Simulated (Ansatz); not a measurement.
**Ni: density of states with PBEsol+U**

The system is Ni.

```
CELL_PARAMETERS angstrom
0.00000 1.73757 1.73757
1.73757 0.00000 1.73757
1.73757 1.73757 0.00000
ATOMIC_POSITIONS crystal
Ni 0.00000 0.00000 0.00000
```

```json
{
 "Program": "Ansatz 0.2.0",
 "Task": "density of states",
 "Functional": "PBEsol",
 "Potentials or basis": "all-electron LAPW, scalar-relativistic",
 "Cutoff": "320 eV (chosen from the basis error)",
 "Basis error allowed": "0.001 eV/atom",
 "k mesh": "13 × 13 × 13",
 "Occupations": "fermi-dirac, width 0.05 eV",
 "Spin": "collinear spin, ferromagnetic start",
 "Starting moments": "[1.0] μB",
 "Hubbard terms": "Ni d U = 8 eV"
}
```

The pressure is 33.4 GPa. The band gap on the k mesh is none (metal or under the smearing width), the net moment is 0.95 μB per cell and the absolute moment is 0.97 μB per cell. The site moments are Ni +0.94 μB.

Stress tensor (GPa, compression positive):
```
33.39  0.38 -0.38
 0.38 33.39  0.38
-0.38  0.38 33.39
```

Levels at points of the mesh, in eV from the Fermi level:
Spin up:
```
           k point  band 8  band 9  band 10  band 11  band 12  band 13
(0.00, 0.00, 0.00)   -5.53   -4.39    -4.39    23.22    27.62    27.62
```
Spin down:
| k point | band 6 | band 7 | band 8 | band 9 | band 10 | band 11 | band 12 | band 13 |
| --- | --- | --- | --- | --- | --- | --- | --- | --- |
| (0.00, 0.00, 0.00) | -4.78 | -4.78 | -3.69 | -3.69 | 2.56 | 23.45 | 27.72 | 27.72 |

States per cell in windows of 0.5 eV (zero at the Fermi level; states under -8 eV left out):
```csv
from (eV),up,down
-8.0,0.63,0.05
-7.5,0.54,0.18
-7.0,0.35,0.39
-6.5,0.41,0.27
-6.0,0.49,0.35
-5.5,0.64,0.52
-5.0,0.59,0.54
-4.5,0.56,0.46
-4.0,0.52,0.56
-3.5,0.24,0.50
-3.0,0.05,0.27
-2.5,0.04,0.13
-2.0,0.05,0.06
-1.5,0.05,0.06
-1.0,0.05,0.06
-0.5,0.05,0.07
0.0,0.05,0.07
0.5,0.05,0.08
1.0,0.05,0.09
1.5,0.05,0.10
2.0,0.05,0.12
2.5,0.05,0.18
3.0,0.05,0.26
3.5,0.04,0.22
4.0,0.04,0.13
4.5,0.04,0.08
5.0,0.03,0.06
5.5,0.04,0.05
```

Wall time 2.6 min on 2 threads of AMD EPYC 7R43 64-Core Processor (Zen 3), with other jobs on the host, peak memory 1.5 GiB.

Caveat: the magnetic state may not be the lowest; a pressure of tens of GPa on the cell as given is suspect, and the run, the potentials or the cell itself is likely at fault; U is the effective U less J, on atomic orbitals that reach past the spheres; the U is typed as a test and isn't derived for this compound. The state reached can hang on the start; a lower one may exist.
